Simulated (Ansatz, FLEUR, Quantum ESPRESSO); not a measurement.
TiC: programs and potentials compared

```
Ti C
1.0
     0.00000    2.16572    2.16572
     2.16572    0.00000    2.16572
     2.16572    2.16572    0.00000
Ti C
1 1
Direct
  0.00000 0.00000 0.00000
  0.50000 0.50000 0.50000
```

The cell is a database's computed one, not the measured one.

Alike in all runs: task equation of state; functional LDA; k mesh 11 × 11 × 11; occupations fermi-dirac, width 0.05 eV; no spin polarisation; no spin-orbit coupling. LDA stands for any of its common fits.

| program and potentials | plane-wave cutoff (eV) | notes | equilibrium volume (Å³/atom) | bulk modulus (GPa) |
| --- | --- | --- | --- | --- |
| Quantum ESPRESSO, PseudoDojo 0.4.1 SR LDA standard | 1143 | - | 9.69 | 282.7 |
| FLEUR, all-electron, FLAPW | - | - | 9.67 | 282.9 |
| Ansatz, all-electron LAPW, scalar-relativistic | - | - | 9.67 | 282.9 |

The equilibrium volume spans 9.67 (FLEUR, all-electron, FLAPW) to 9.69 Å³/atom (Quantum ESPRESSO, PseudoDojo 0.4.1 SR LDA standard), with all-electron results at 9.67. The bulk modulus spans 282.7 (Quantum ESPRESSO, PseudoDojo 0.4.1 SR LDA standard) to 282.9 GPa (FLEUR, all-electron, FLAPW), with all-electron results at 282.9.

The functional is the same throughout but for its coding, so the spread measures potentials, basis and numerics; runs on potential files found faulty are left out.
